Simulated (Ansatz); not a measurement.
Fe in Ansatz: the effect of functional

Crystal: Fe.

```
Fe
1.0
     0.00000    1.91550    1.93855
     1.47819    0.00000    1.93855
     1.47819    1.91550    0.00000
Fe
1
Cartesian
  0.0000 0.0000 0.0000
```

The cell isn't the ideal one: volume scaled by 0.96.

Alike in all runs:

```yaml
Program: Ansatz 0.2.0
Task: single point
Potentials_or_basis: Ansatz PAW
k_mesh: 13 × 13 × 13
Occupations: fermi-dirac, width 0.05 eV
Spin: collinear spin, ferromagnetic start
Starting_moments: "[3.0] μB"
```

```tsv
functional	cutoff	pressure (GPa)	moment (μB)
LDA	420 eV (not typed: the program's choice for these potentials)	-11.8	2.06
PBEsol	420 eV (not typed: the program's choice for these potentials)	?	?
r2SCAN	500 eV (not typed: the program's choice for these potentials)	15.9	2.61
```

Task: What does the run with functional PBEsol give?

Result: Pressure -3.0 GPa; moment 2.10 μB.

Caveats: the PAW data sets come from PBE, with cores solved anew for the run's functional, which leaves a small shift of forces and pressure; the magnetic or orbital state may not be the lowest (some runs).
